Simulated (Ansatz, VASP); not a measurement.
**Si: VASP beside Ansatz**

The input INCAR:

```
  PREC = Accurate
  ENCUT = 520
  EDIFF = 1E-8
  ISMEAR = -1
  SIGMA = 0.08
  LREAL = F
  LASPH = T
  NELM = 100
  ALGO = Normal
  ISIF = 2
  LWAVE = F
  LCHARG = F
  GGA = PE
  LEFG = T
  NBANDS = 11
```

The input KPOINTS:

```
Automatic mesh
0
Gamma
  11 11 11
```

Contents of POSCAR:

```
Si
1.0
    0.0000000000      2.7154700000      2.6611606000
    2.7154700000      0.0000000000      2.6611606000
    2.7154700000      2.7154700000      0.0000000000
Si
2
Direct
    0.5000000000      0.5000000000      0.5000000000
    0.7500000000      0.7500000000      0.7500000000
```

Input for Ansatz:

```yaml
crystal:
  lattice:
    - [0.0, 2.71547, 2.6611606]
    - [2.71547, 0.0, 2.6611606]
    - [2.71547, 2.71547, 0.0]
  atoms:
    - { symbol: Si, position: [0.5, 0.5, 0.5] }
    - { symbol: Si, position: [0.75, 0.75, 0.75] }
kpoints:
  mp_grid: { grid: [11, 11, 11] }
scf:
  occupations: { method: fermi_dirac, width: 0.08 }
hamiltonian:
  xc: pbe
  pseudopotentials: { kind: all_electron, datasets: crystal }
output:
  forces: true
  stress: true
  eigenvalues: true
  efg: { contact_densities: true }
```

Change from the starting cell: zz strain of -2 %, crystal datasets.

Alike in both runs: task electric field gradients; functional PBE; k mesh 11 × 11 × 11; occupations fermi-dirac, width 0.08 eV; no spin polarisation.

```csv
,VASP,Ansatz
version,VASP 6.6.1,Ansatz 0.2.0
potentials or method,"VASP PAW PBE potentials, release 64 (Si)","all-electron PAW with datasets made for the crystal, scalar-relativistic"
plane-wave cutoff (eV),520,see its input
```

```csv
,VASP,Ansatz,Ansatz less VASP
pressure (GPa),4.0,4.0,+0.04
largest component of the traceless stress (GPa),1.24,1.24,-0.002
Vzz of the field gradient on the site that differs most (V/Å²),0.2,0.2,0.00
```

Ansatz ran all-electron here, so the differences hold the error of VASP's frozen core and of both bases.

Caveats: an odd mesh through Γ misses points on the zone boundary, where band edges often lie.
